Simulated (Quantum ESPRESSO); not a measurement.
Crystal: Nb.

```
Nb
1.0
    -1.66395    1.66395    1.66395
     1.66395   -1.66395    1.66395
     1.66395    1.66395   -1.66395
Nb
1
Direct
  0.00000 0.00000 0.00000
```

Base run:

```yaml
Program: Quantum ESPRESSO 7.5
Functional: SCAN
Potentials_or_basis: SG15 PBE 1.2
Cutoff: 952 eV
Density_cutoff: 3810 eV
k_mesh: 8 × 8 × 8
Occupations: fermi-dirac, width 0.05 eV
Spin: no spin polarisation
```

Its results: band gap on the k mesh none (metal or under the smearing width); pressure -6.5 GPa.

After a change of settings the same cell gave: band gap on the k mesh none (metal or under the smearing width); pressure -4.7 GPa. Which change was it?
A. functional from SCAN to LDA; k mesh from 8 × 8 × 8 to 11 × 11 × 11
B. functional from SCAN to TPSS
C. functional from SCAN to PBEsol; k mesh from 8 × 8 × 8 to 11 × 11 × 11
D. functional from SCAN to PW91; k mesh from 8 × 8 × 8 to 11 × 11 × 11

B.

Caveats: the potentials were made for another functional, which shifts forces and pressure.
